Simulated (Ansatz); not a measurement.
Crystal: Mg.

```
CELL_PARAMETERS angstrom
-1.77276 1.77276 1.77276
1.77276 -1.77276 1.77276
1.77276 1.77276 -1.77276
ATOMIC_POSITIONS crystal
Mg 0.00000 0.00000 0.00000
```

This isn't the form of Mg at room conditions, which is hcp.

Base run:

| Quantity | Value |
| --- | --- |
| Program | Ansatz 0.2.0 |
| Functional | r2SCAN |
| Potentials or basis | Ansatz PAW |
| Cutoff | 500 eV |
| Density cutoff | 2000 eV |
| k mesh | 11 × 11 × 11 |
| Occupations | gaussian, width 0.1 eV |
| Spin | no spin polarisation |

Its results: band gap on the k mesh none (metal or under the smearing width); pressure 0.4 GPa.

**Question.** The run is repeated on the same cell with these changes: functional from r2SCAN to LDA; cutoff from 500 eV to 420 eV; density cutoff from 2000 eV to 1680 eV. What comes out?

**Answer.** Band gap on the k mesh none (metal or under the smearing width); pressure -1.3 GPa.

Caveats: the PAW data sets come from PBE, with cores solved anew for the run's functional, which leaves a small shift of forces and pressure.

Not every run made on this cell is shown here.
